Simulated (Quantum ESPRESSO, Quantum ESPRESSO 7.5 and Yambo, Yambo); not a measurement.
## Quasiparticle gap of AlN (F-43m) in Yambo

How does a plane-wave GW calculation on AlN (F-43m) run from the first input to the gap?

Main program and level: Quantum ESPRESSO 7.5 and Yambo 5.3.0; PBE and many-body steps on it, plane waves.

Report form: the programs' logs are mostly left out.

## Step 1: Starting point

It takes space group F-43m (No. 216, cubic). The conventional cell has a = 4.368 Å, b = 4.368 Å, c = 4.368 Å, α = 90.00°, β = 90.00°, γ = 90.00°. Nearest to Al lie 4 N at 1.89 Å. N has 4 Al at 1.89 Å nearest. Farther neighbours and most contacts between anions are not listed.

Structure file:

```cif
data_structure
_symmetry_space_group_name_H-M 'F-43m'
_symmetry_Int_Tables_number 216
_cell_length_a 4.3680
_cell_length_b 4.3680
_cell_length_c 4.3680
_cell_angle_alpha 90.000
_cell_angle_beta 90.000
_cell_angle_gamma 90.000
_cell_volume 83.34
loop_
_atom_site_label
_atom_site_type_symbol
_atom_site_symmetry_multiplicity
_atom_site_Wyckoff_symbol
_atom_site_fract_x
_atom_site_fract_y
_atom_site_fract_z
_atom_site_occupancy
Al1 Al 4 a 0.00000 0.00000 0.00000 1
N1 N 4 c 0.25000 0.25000 0.25000 1
```

The cell and positions are those that the Materials Project relaxed with its own functionals (PBE, PBE+U or r2SCAN), kept fixed. This is not the form that AlN usually takes at ambient conditions.

## Step 2: Ground state

This step: Quantum ESPRESSO 7.5; DFT, PBE, plane waves, norm-conserving pseudopotentials.

The ground-state density comes first.

Input file pw.in:

```
&control
  calculation = 'scf'
  prefix = 'x'
  outdir = 'o'
  pseudo_dir = 'pseudo'
/
&system
  ibrav = 0
  nat = 2
  ntyp = 2
  ecutwfc = 72.0
  nbnd = 9
  force_symmorphic = .true.
/
&electrons
  conv_thr = 1e-10
  electron_maxstep = 80
  mixing_beta = 0.5
/
ATOMIC_SPECIES
  Al 26.982 Al.upf
  N 14.007 N.upf
CELL_PARAMETERS angstrom
  -0.0000000000 2.1839935596 2.1839935596
  2.1839935596 -0.0000000000 2.1839935596
  2.1839935596 2.1839935596 -0.0000000000
ATOMIC_POSITIONS crystal
  Al 0.0000000000 0.0000000000 0.0000000000
  N 0.7500000000 0.7500000000 0.7500000000
K_POINTS automatic
  8 8 8 0 0 0
```

Launch:

```
$ OMP_NUM_THREADS=1 mpirun -n 8 pw.x -nk 8 -in pw.in > pw.out
```

Run time: 1.5 s. Hardware: 8 MPI ranks of Arm Neoverse V2, shared host; peak memory 0.05 GiB.

This step gave:

```yaml
total_energy: -348.1006 eV
gap: 3.325 eV
k_of_the_valence_top: 0, 0, 0
k_of_the_conduction_bottom: 0, -0.5, -0.5
least_direct_gap: 4.192 eV
```

The gap is indirect, with the least direct gap 0.87 eV higher.

## Step 3: Bands along the symmetry lines

The cheap functional maps the bands first; the places of the edges decide which points the dearer methods must see.

Input file pw.in:

```
&control
  calculation = 'bands'
  prefix = 'x'
  outdir = 'o'
  pseudo_dir = 'pseudo'
/
&system
  ibrav = 0
  nat = 2
  ntyp = 2
  ecutwfc = 72.0
  nbnd = 10
  force_symmorphic = .true.
/
&electrons
  conv_thr = 1e-9
  electron_maxstep = 80
  diago_full_acc = .true.
  diago_thr_init = 5e-6
/
ATOMIC_SPECIES
  Al 26.982 Al.upf
  N 14.007 N.upf
CELL_PARAMETERS angstrom
  -0.0000000000 2.1839935596 2.1839935596
  2.1839935596 -0.0000000000 2.1839935596
  2.1839935596 2.1839935596 -0.0000000000
ATOMIC_POSITIONS crystal
  Al 0.0000000000 0.0000000000 0.0000000000
  N 0.7500000000 0.7500000000 0.7500000000
K_POINTS crystal
  50
  0.00000000 0.00000000 0.00000000 1
  -0.06250000 -0.06250000 0.00000000 1
  -0.12500000 -0.12500000 0.00000000 1
  -0.18750000 -0.18750000 0.00000000 1
  -0.25000000 -0.25000000 0.00000000 1
  -0.31250000 -0.31250000 0.00000000 1
  -0.37500000 -0.37500000 0.00000000 1
  -0.43750000 -0.43750000 0.00000000 1
  -0.50000000 -0.50000000 0.00000000 1
  -0.48437500 -0.48437500 0.03125000 1
  -0.46875000 -0.46875000 0.06250000 1
  -0.45312500 -0.45312500 0.09375000 1
  -0.43750000 -0.43750000 0.12500000 1
  -0.42187500 -0.42187500 0.15625000 1
  -0.40625000 -0.40625000 0.18750000 1
  -0.39062500 -0.39062500 0.21875000 1
  -0.37500000 -0.37500000 0.25000000 1
  -0.37500000 0.00000000 0.37500000 1
  -0.32812500 0.00000000 0.32812500 1
  -0.28125000 0.00000000 0.28125000 1
  -0.23437500 0.00000000 0.23437500 1
  -0.18750000 0.00000000 0.18750000 1
  -0.14062500 0.00000000 0.14062500 1
  -0.09375000 0.00000000 0.09375000 1
  -0.04687500 0.00000000 0.04687500 1
  0.00000000 0.00000000 0.00000000 1
  0.00000000 0.00000000 0.06250000 1
  0.00000000 0.00000000 0.12500000 1
  0.00000000 0.00000000 0.18750000 1
  0.00000000 0.00000000 0.25000000 1
  0.00000000 0.00000000 0.31250000 1
  0.00000000 0.00000000 0.37500000 1
  0.00000000 0.00000000 0.43750000 1
  0.00000000 0.00000000 0.50000000 1
  -0.06250000 -0.03125000 0.46875000 1
  -0.12500000 -0.06250000 0.43750000 1
  -0.18750000 -0.09375000 0.40625000 1
  -0.25000000 -0.12500000 0.37500000 1
  -0.31250000 -0.15625000 0.34375000 1
  -0.37500000 -0.18750000 0.31250000 1
  -0.43750000 -0.21875000 0.28125000 1
  -0.50000000 -0.25000000 0.25000000 1
  -0.50000000 -0.28125000 0.21875000 1
  -0.50000000 -0.31250000 0.18750000 1
  -0.50000000 -0.34375000 0.15625000 1
  -0.50000000 -0.37500000 0.12500000 1
  -0.50000000 -0.40625000 0.09375000 1
  -0.50000000 -0.43750000 0.06250000 1
  -0.50000000 -0.46875000 0.03125000 1
  -0.50000000 -0.50000000 0.00000000 1
```

Elapsed: 1.2 s, on 8 MPI ranks; peak memory 0.05 GiB; 8.6 s of CPU time.

Numbers from this step:

- gap: 3.325 eV
- k of the valence top: 0, 0, 0
- k of the conduction bottom: -0.5, -0.5, 0
- least direct gap: 4.192 eV

The gap is 3.325 eV, as in the run before at this level.

Electronic bands along the path, in eV, zero at the top of the highest filled band; v1 is the highest filled band, c1 the lowest empty one:

```csv
point,v4,v3,v2,v1,c1,c2,c3,c4
Γ,-14.97,0.00,0.00,0.00,4.19,12.59,12.59,12.59
halfway,-13.84,-2.88,-0.98,-0.98,5.96,10.29,11.51,14.02
X,-12.28,-4.90,-1.78,-1.78,3.32,8.65,13.92,15.70
halfway,-12.27,-4.73,-2.47,-1.67,3.96,9.19,13.67,15.23
U,-12.30,-4.25,-3.63,-1.37,5.17,10.12,13.05,14.17
jump to K,-12.30,-4.25,-3.63,-1.37,5.17,10.12,13.05,14.17
halfway,-13.74,-3.54,-1.50,-0.20,7.34,10.30,11.41,12.58
Γ,-14.97,0.00,0.00,0.00,4.19,12.59,12.59,12.59
halfway,-14.12,-3.26,-0.26,-0.26,6.45,10.98,12.35,12.35
L,-12.92,-5.86,-0.48,-0.48,7.39,9.85,11.17,11.17
halfway,-12.60,-5.14,-2.22,-1.12,7.11,9.26,12.17,12.69
W,-12.23,-3.77,-3.44,-2.70,6.05,11.45,11.98,12.16
halfway,-12.25,-4.56,-2.40,-2.29,4.57,9.69,13.40,13.89
X,-12.28,-4.90,-1.78,-1.78,3.32,8.65,13.92,15.70
```

## Step 4: Empty states on the mesh, 4×4×4 mesh, 90 bands

The sums over transitions need many empty states on a uniform mesh; this step solves for them.

Input file pw.in:

```
&control
  calculation = 'nscf'
  prefix = 'x'
  outdir = 'o'
  pseudo_dir = 'pseudo'
/
&system
  ibrav = 0
  nat = 2
  ntyp = 2
  ecutwfc = 72.0
  nbnd = 90
  force_symmorphic = .true.
/
&electrons
  conv_thr = 1e-9
  electron_maxstep = 80
  diago_full_acc = .true.
  diago_thr_init = 5e-6
/
ATOMIC_SPECIES
  Al 26.982 Al.upf
  N 14.007 N.upf
CELL_PARAMETERS angstrom
  -0.0000000000 2.1839935596 2.1839935596
  2.1839935596 -0.0000000000 2.1839935596
  2.1839935596 2.1839935596 -0.0000000000
ATOMIC_POSITIONS crystal
  Al 0.0000000000 0.0000000000 0.0000000000
  N 0.7500000000 0.7500000000 0.7500000000
K_POINTS automatic
  4 4 4 0 0 0
```

Launch:

```
$ OMP_NUM_THREADS=1 mpirun -n 8 pw.x -nk 4 -in pw.in > pw.out
```

The job ended after 1.5 s (8 MPI ranks; peak memory 0.05 GiB; 11 s of CPU time).

This step gave:

```yaml
gap: 3.325 eV
k_of_the_valence_top: 0, 0, 0
k_of_the_conduction_bottom: 0, -0.5, -0.5
least_direct_gap: 4.192 eV
k_points_computed: 8
lowest_point_of_the_top_converged_band_above_the_valence_top: 130.3757 eV
```

On this mesh the gap is 3.325 eV.

## Step 5: Conversion and set-up

This step: Yambo 5.3.0; conversion and set-up on PBE, plane waves, norm-conserving pseudopotentials.

The states are converted to the many-body program's format and the q mesh is built.

Launch:

```
$ (cd o/x.save; p2y > p2y.log; mv SAVE ../..); yambo > setup.log
```

Run time: 1.8 s. Hardware: 1 MPI rank; peak memory 0.23 GiB.

## Step 6: Screening and self-energy, 4×4×4 mesh, 90 bands, screening to 210.9 eV

Now the one-shot GW correction: screening in the RPA, then the self-energy of the levels asked for.

This step: G0W0 on PBE, plane waves, norm-conserving pseudopotentials.

Input file gw1.in:

```
HF_and_locXC
gw0
dyson
ppa
em1d
rim_cut
RandQpts= 1000000
RandGvec= 1 RL
EXXRLvcs= 72 Ry
VXCRLvcs= 288 Ry
Chimod= "HARTREE"
% BndsRnXp
 1 | 90 |
%
NGsBlkXp= 15.5 Ry
% LongDrXp
 1 | 1 | 1 |
%
% GbndRnge
 1 | 90 |
%
DysSolver= "n"
ExtendOut
PPAPntXp= 27.21138 eV
% QPkrange
 1 | 8 | 2 | 8 |
%
```

Launch:

```
$ OMP_NUM_THREADS=1 mpirun -n 8 yambo -F gw1.in -J gw1 -C gw1 > gw1.log
```

It took 51 s on 8 MPI ranks; peak memory 2.3 GiB.

This step gave:

```
G0W0 gap on the mesh                         : 4.488 eV
starting gap on the mesh                     : 3.325 eV
k of the valence top                         : 0, 0, 0
k of the conduction bottom                   : 0, -0.5, -0.5
least direct G0W0 gap on the computed points : 5.579 eV
Z at the valence top                         : 0.7908
Z at the conduction bottom                   : 0.8386
```

The gap on the mesh goes from 3.32 eV to 4.49 eV, a correction of +1.16 eV.

Limits: finite bands, cutoff and mesh; coarse k mesh. v1 is the top filled band, c1 the lowest empty one. The levels before and after the correction (eV, zero at the valence-band top of each column):

```csv
,conduction bottom,valence top
Kohn-Sham,3.32,0.00
G0W0,4.49,0.00
```

```csv
,level,energy (eV)
Kohn-Sham,Γ v3-v1,0.000
Kohn-Sham,Γ c1,4.192
Kohn-Sham,Γ c2-c4,12.589
Kohn-Sham,(0 -0.5 -0.5) v3,-4.898
Kohn-Sham,(0 -0.5 -0.5) v2-v1,-1.775
Kohn-Sham,(0 -0.5 -0.5) c1,3.325
Kohn-Sham,(0 -0.5 -0.5) c2,8.652
Kohn-Sham,(0 -0.5 -0.5) c3,13.920
Kohn-Sham,(0 -0.5 -0.5) c4,15.697
G0W0,Γ v3-v1,0.000
G0W0,Γ c1,5.579
G0W0,Γ c2-c4,14.019
G0W0,(0 -0.5 -0.5) v3,-5.467
G0W0,(0 -0.5 -0.5) v2-v1,-2.075
G0W0,(0 -0.5 -0.5) c1,4.488
G0W0,(0 -0.5 -0.5) c2,10.054
G0W0,(0 -0.5 -0.5) c3,16.052
G0W0,(0 -0.5 -0.5) c4,17.378
```

## Step 7: Where the time went

Times are wall times on the hardware named with each run, good to a factor of about two.

```csv
step,time,share,memory (GiB)
ground state,1.5 s,3 %,0.05
bands along the symmetry lines,1.2 s,2 %,0.05
empty states on the mesh,1.5 s,3 %,0.05
conversion and set-up,1.8 s,3 %,0.23
screening and self-energy,51 s,90 %,2.3
```

## Step 8: Results

| Property | Result |
| --- | --- |
| PBE gap | 3.32 eV, indirect |
| G0W0 gap on the mesh | 4.49 eV |
| GW settings | 4×4×4 mesh, 90 bands, screening to 210.9 eV, Godby-Needs plasmon pole |
| known limits | not at the basis limit; coarse k mesh |

G0W0 moves the gap on the mesh from 3.32 eV to 4.49 eV (+1.16 eV), with Z of 0.79 and 0.84 at the edges. The dearest step here is «screening and self-energy». Bands and cutoff are finite, so the gap is not at the basis limit. The miss can reach some tenths of an eV and take either sign; the mesh is an error of its own. The 4×4×4 mesh is coarse for this cell, which bears on the long-range parts of exchange and screening.

[Paths, hosts, dates, memory and timing lines, banners, echoed tables and standing remarks are left out of the program output.]

[Logs are printed without paths, hosts, clocks, repeated set-up lines and the standing remarks that a program may print on its own settings, such as how far it seeks lower states.]

[Runs of the session that timed out or met a known fault of the program may be left out.]

[Hosts, paths, dates, database ids (printed as entryN), source tags and the programs' standing remarks are cut or masked in the printed files.]
